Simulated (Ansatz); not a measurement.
Moving the functional in InP

Symmetry: F-43m, No. 216, cubic system. Conventional cell: a = 5.861 Å, b = 5.861 Å, c = 5.861 Å, α = 90.00°, β = 90.00°, γ = 90.00°. Around In (site symmetry -43m) lie 4 P at 2.54 Å. P (site symmetry -43m) has 4 In at 2.54 Å as nearest neighbours.

Kept alike: task single point; k mesh 6 × 6 × 6; occupations fermi-dirac, width 0.05 eV; no spin polarisation. Program: Ansatz, PAW datasets made for the crystal. Cutoffs run from 240 to 270 eV. The mesh is that of the run's cell of 2 atoms. No spin-orbit coupling.

| run | band gap (eV) | pressure (GPa) |
| --- | --- | --- |
| A | 2.112 | 1.32 |
| B | 0.712 | 3.33 |
| C | 1.501 | 1.53 |

Pressure is positive in compression, with a Pulay correction for the finite cutoff. A gap read on the mesh alone can miss an edge between its points.

Problem. The runs differ in the functional (and the cutoff that goes with it) alone: HSE06; PBE; PBE0. Which run is which?

Solution. Run A is PBE0; run B is PBE; run C is HSE06. The band gap runs from 0.712 (PBE) to 2.112 eV (PBE0). From PBE: HSE06 +0.789; PBE0 +1.400. Measured: 1.42 eV (arxiv:cond-mat/0006134); nearest HSE06, 0.081 eV off. The runs are for a static lattice. The pressure runs from 1.32 (PBE0) to 3.33 GPa (PBE). From PBE: HSE06 -1.80; PBE0 -2.01. A positive pressure means that the functional's own cell is larger than the one given, a negative one that it is smaller.

The gap opens and the pressure falls from PBE through HSE06 to PBE0, but the two quantities do not respond alike. The hybrids nearly agree in pressure, at 1.53 and 1.32 GPa, while their gaps remain well apart. This suggests that short-range exchange accounts for most of the change in bonding, whereas the long-range part acts mainly on the separation between the P 3p-like valence top and the In 5s-rich antibonding conduction edge. PBE0 overshoots the measured gap probably because its long-range exchange is left unscreened, although the valence electrons of InP screen it strongly.

The closeness of HSE06 to experiment belongs to the fixed cell. All three functionals would expand the lattice, and the direct gap of InP narrows on expansion, so relaxation should lower each gap, taking PBE further from the measured value. Spin-orbit splitting of the valence top would also reduce the gaps. The small remaining error of HSE06 is therefore no measure of its accuracy at its own equilibrium volume.
